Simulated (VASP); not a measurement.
All values below come from r2SCAN meta-GGA, VASP's PBE PAW potentials (set 64) (plane waves; VASP 6.6.1).

The input files of a VASP run:

POSCAR:
```
CsI
1.0
  4.6119014055   0.0000000000   0.0000000000
  0.0000000000   4.6119014055   0.0000000000
  0.0000000000   0.0000000000   4.7502584477
Cs I
1 1
direct
  0.0000000000   0.0000000000   0.0000000000
  0.5000000000   0.5000000000   0.5000000000
```

### INCAR
```
ALGO  =  Normal
EDIFF  =  1E-7
ENCUT  =  480
ISIF  =  2
ISMEAR  =  0
LASPH  =  .TRUE.
LCHARG  =  .FALSE.
LMAXMIX  =  4
LMIXTAU  =  .TRUE.
LREAL  =  .FALSE.
LWAVE  =  .FALSE.
METAGGA  =  R2SCAN
NELM  =  100
PREC  =  Accurate
SIGMA  =  0.05
SYSTEM  =  CsI
```

File KPOINTS:
```
Automatic
0
gamma
 6 6 6
```

POTCAR, in this order: Cs_sv I (PBE.64 set). Program: vasp_std.

Output of the run:

OSZICAR:
```
       N       E                     dE             d eps       ncg     rms          rms(c)
DAV:   1     0.415944291830E+02    0.41594E+02   -0.60494E+03   960   0.105E+03
DAV:   2    -0.487843610134E+02   -0.90379E+02   -0.84507E+02  1444   0.166E+02
DAV:   3    -0.561855513171E+02   -0.74012E+01   -0.73808E+01  1228   0.541E+01
DAV:   4    -0.562879682313E+02   -0.10242E+00   -0.10238E+00  1116   0.783E+00
DAV:   5    -0.562892255645E+02   -0.12573E-02   -0.12573E-02  1228   0.915E-01    0.204E+00
DAV:   6    -0.539067902349E+02    0.23824E+01   -0.39865E-01  1044   0.525E+00    0.199E+00
DAV:   7    -0.525506938635E+02    0.13561E+01   -0.47316E-01   980   0.501E+00    0.748E-01
DAV:   8    -0.530782745189E+02   -0.52758E+00   -0.26276E-01   972   0.532E+00    0.366E-01
DAV:   9    -0.529809030812E+02    0.97371E-01   -0.17460E-01   964   0.422E+00    0.267E-01
DAV:  10    -0.530037563363E+02   -0.22853E-01   -0.21736E-01   964   0.522E+00    0.321E-01
DAV:  11    -0.530529142928E+02   -0.49158E-01   -0.37611E-02   960   0.267E+00    0.134E-01
DAV:  12    -0.531108176143E+02   -0.57903E-01   -0.35401E-02   960   0.253E+00    0.135E-01
DAV:  13    -0.531152913095E+02   -0.44737E-02   -0.12224E-03  1156   0.368E-01    0.812E-02
DAV:  14    -0.531180175038E+02   -0.27262E-02   -0.61004E-03   976   0.887E-01    0.257E-02
DAV:  15    -0.531191885375E+02   -0.11710E-02   -0.60257E-04  1012   0.303E-01    0.565E-03
DAV:  16    -0.531193967380E+02   -0.20820E-03   -0.79193E-05  1064   0.116E-01    0.126E-02
DAV:  17    -0.531194077097E+02   -0.10972E-04   -0.25829E-05  1104   0.548E-02    0.836E-03
DAV:  18    -0.531194105274E+02   -0.28177E-05   -0.86268E-06  1060   0.380E-02    0.377E-03
DAV:  19    -0.531194136500E+02   -0.31226E-05   -0.30423E-06  1048   0.235E-02    0.234E-03
DAV:  20    -0.531194142513E+02   -0.60130E-06   -0.45343E-07  1144   0.937E-03    0.124E-03
DAV:  21    -0.531194144016E+02   -0.15024E-06   -0.60167E-08   816   0.358E-03    0.679E-04
DAV:  22    -0.531194143274E+02    0.74186E-07   -0.22159E-08   660   0.153E-03
   1 F= -.53119414E+02 E0= -.53119414E+02  d E =-.139510E-10
```

File OUTCAR:
```
------------------------ aborting loop because EDIFF is reached ----------------------------------------
  FORCE on cell =-STRESS in cart. coord.  units (eV):
  Direction    XX          YY          ZZ          XY          YZ          ZX
  --------------------------------------------------------------------------------------
  Total       -0.0924816     -0.0924816     -0.4177380      0.0000000      0.0000000      0.0000000
  in kB       -1.4665220     -1.4665220     -6.6242596      0.0000000      0.0000000      0.0000000
  external PRESSURE =      -3.1857678 kB  Pullay stress =       0.0000000 kB
  volume of cell :      101.04
      direct lattice vectors                 reciprocal lattice vectors
     4.611901406  0.000000000  0.000000000     0.216830308  0.000000000  0.000000000
     0.000000000  4.611901406  0.000000000     0.000000000  0.216830308  0.000000000
     0.000000000  0.000000000  4.750258448     0.000000000  0.000000000  0.210514862
 POSITION                                       TOTAL-FORCE (eV/Angst)
 -----------------------------------------------------------------------------------
      0.00000      0.00000      0.00000         0.000000      0.000000      0.000000
      2.30595      2.30595      2.37513         0.000000      0.000000      0.000000
 -----------------------------------------------------------------------------------
    total drift:                               -0.000000      0.000000      0.000000
  FREE ENERGIE OF THE ION-ELECTRON SYSTEM (eV)
  ---------------------------------------------------
  free  energy   TOTEN  =       -53.1194143274 eV

  energy  without entropy=      -53.1194143274  energy(sigma->0) =      -53.11941433
```
(Selected blocks of OUTCAR.)

File OUTCAR:
```
 val. band max:        0.2141815248   @ k =   0.5000   0.0000   0.5000

 cond. band min:       4.5332579453   @ k =   0.0000   0.0000   0.0000


 Fermi energy:         0.4187881655

 k-point     1 :       0.0000    0.0000    0.0000
  band No.  band energies     occupation
      1     -20.8729      2.00000
      2     -10.7050      2.00000
      3      -7.2227      2.00000
      4      -7.1998      2.00000
      5      -7.1998      2.00000
      6      -0.0073      2.00000
      7       0.1203      2.00000
      8       0.1203      2.00000
      9       4.5333      0.00000
     10       4.8512      0.00000
     11       4.9021      0.00000
     12       8.3823      0.00000

 k-point     2 :       0.1667    0.0000    0.0000
  band No.  band energies     occupation
      1     -20.8674      2.00000
      2     -10.7028      2.00000
      3      -7.2420      2.00000
      4      -7.2086      2.00000
      5      -7.1870      2.00000
      6      -0.3054      2.00000
      7      -0.0371      2.00000
      8       0.0985      2.00000
      9       4.9583      0.00000
     10       5.1310      0.00000
     11       5.4936      0.00000
     12       8.2868      0.00000

 k-point     3 :       0.3333    0.0000    0.0000
  band No.  band energies     occupation
      1     -20.8563      2.00000
      2     -10.7003      2.00000
      3      -7.3163      2.00000
      4      -7.1800      2.00000
      5      -7.1610      2.00000
      6      -0.9708      2.00000
      7      -0.0990      2.00000
      8       0.0528      2.00000
      9       5.4644      0.00000
     10       6.2232      0.00000
     11       6.7327      0.00000
     12       8.2788      0.00000

 k-point     4 :       0.5000    0.0000    0.0000
  band No.  band energies     occupation
      1     -20.8508      2.00000
      2     -10.7000      2.00000
      3      -7.3485      2.00000
      4      -7.1655      2.00000
      5      -7.1478      2.00000
      6      -1.2501      2.00000
...
```

Unless said otherwise, spin-orbit coupling is left out, though it shifts the bands of the heavy elements here.

The compound is CsI in the CsCl type structure. This cell was strained or had an atom moved on purpose.
